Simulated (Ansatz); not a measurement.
**KBiS, a known structure type with other elements, at an estimated volume**

```
Bi K S
1.0
     8.30384    0.00000    0.00000
     0.00000    9.96265    0.00000
     0.00000    0.00000    4.06358
Bi K S
4 4 4
Cartesian
  1.0795 1.2653 1.0159
  7.2243 8.6974 3.0477
  5.2314 3.7161 1.0159
  3.0724 6.2466 3.0477
  3.9858 8.1694 1.0159
  4.3180 1.7933 3.0477
  8.1378 6.7746 1.0159
  0.1661 3.1880 3.0477
  6.8507 0.3985 1.0159
  1.4532 9.5641 3.0477
  2.6987 4.5828 1.0159
  5.6051 5.3798 3.0477
```

Method: r2SCAN, no spin polarisation; PAW, plane waves to 500 eV, 4×4×8 Γ-centred mesh, fermi-dirac occupations (width 0.1 eV) (Ansatz 0.2.0), atoms fixed.

Question: What is the formation energy?

Answer: 0.09 eV an atom against the elements' usual phases (free molecules for gases, crystals otherwise, with no correction for O₂ or N₂), so at this geometry it isn't bound against them. Relaxing would lower it.

Question: What do density and ELF say about some of the short contacts?

Answer: Bi–S at 2.65 Å: least valence density 0.41 e/Å³ and ELF 0.39 there. Bi–K at 2.94 Å: least valence density 0.18 e/Å³ and ELF 0.09 there. Both are smooth PAW fields, read partly inside the augmentation spheres.

Question: Is the cell too large or too small?

Answer: The pressure is 10.1 GPa (compression positive), so with the atoms held at these fractions the cell would first expand; the forces are large, so a full relaxation may end otherwise. The principal stresses 4.7, 12.4, 13.3 GPa differ, so its shape would change too.

Question: Metal or insulator?

Answer: It is a metal, with about 6.8 states/eV a cell as the mean within 0.25 eV of the Fermi level, mostly Bi p (61 %) and S p (21 %).

Origin: a known structure type with other elements, at an estimated volume, so it need not be a known compound. Caveats: many states at the Fermi level without spin polarisation, so a magnetic state may lie lower; atoms or cell far from equilibrium.
